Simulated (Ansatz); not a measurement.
**BaTiO3: band gap by level of theory**

```
CELL_PARAMETERS angstrom
0.00000 -2.83705 -2.84580
-3.98410 2.83705 -2.84580
3.98410 2.83705 -2.84580
ATOMIC_POSITIONS crystal
Ba 0.01483 0.52342 0.49595
Ba 0.98517 0.97658 0.00405
Ti 0.46949 0.00348 0.49813
Ti 0.51471 0.48862 0.99397
O 0.48613 0.25419 0.28052
O 0.52967 0.75371 0.72738
O 0.43502 0.81668 0.27996
O 0.55996 0.18961 0.72633
O 0.02114 0.00157 0.50510
O 0.99144 0.49592 0.99239
```

```tsv
rung	level	program and potentials	cutoff (eV)	k mesh	spin	core time	chip	band gap (eV)	notes
meta-GGA	r2SCAN	Ansatz, Ansatz PAW	500	7 × 5 × 5	off	2.3 min	Intel Xeon 6975P-C Granite Rapids	0.74	potentials made for PBE, which Ansatz adapts in part; from the band path
LDA + U (1 eV)	LDA+U (Ti d U = 1 eV, fll (the default))	Ansatz, Ansatz PAW	420	7 × 5 × 5	off	4.4 min	Arm Neoverse V2	0.58	potentials made for PBE, which Ansatz adapts in part; from the band path
GGA	PBEsol	Ansatz, Ansatz PAW	420	7 × 5 × 5	SOC, no magnetisation	9.2 min	Intel Xeon 6975P-C Granite Rapids	0.54	potentials made for PBE, which Ansatz adapts in part; from the band path
LDA	LDA	Ansatz, Ansatz PAW	420	7 × 5 × 5	SOC, no magnetisation	28 min	Arm Neoverse V2	0.50	potentials made for PBE, which Ansatz adapts in part; from the band path
```

Times are single runs on shared hosts and different chips, so they are rough; meshes, cutoffs and the tasks' sizes weigh on the time. Task: band structure. Gaps are the least found on the k mesh or the band path, and a mesh can miss the band edges. The cell comes from a database and isn't always the measured one. All levels ran on this one cell, unrelaxed unless noted. Meshes are those of the run's cell of 10 atoms unless a note names another. Runs on faulty files, with rough fits or with known faults for this quantity aren't shown. PBE isn't shown for this crystal.

By rung: LDA + U (1 eV) 0.58; LDA with SOC 0.50; GGA with SOC 0.54; meta-GGA 0.74 (eV).
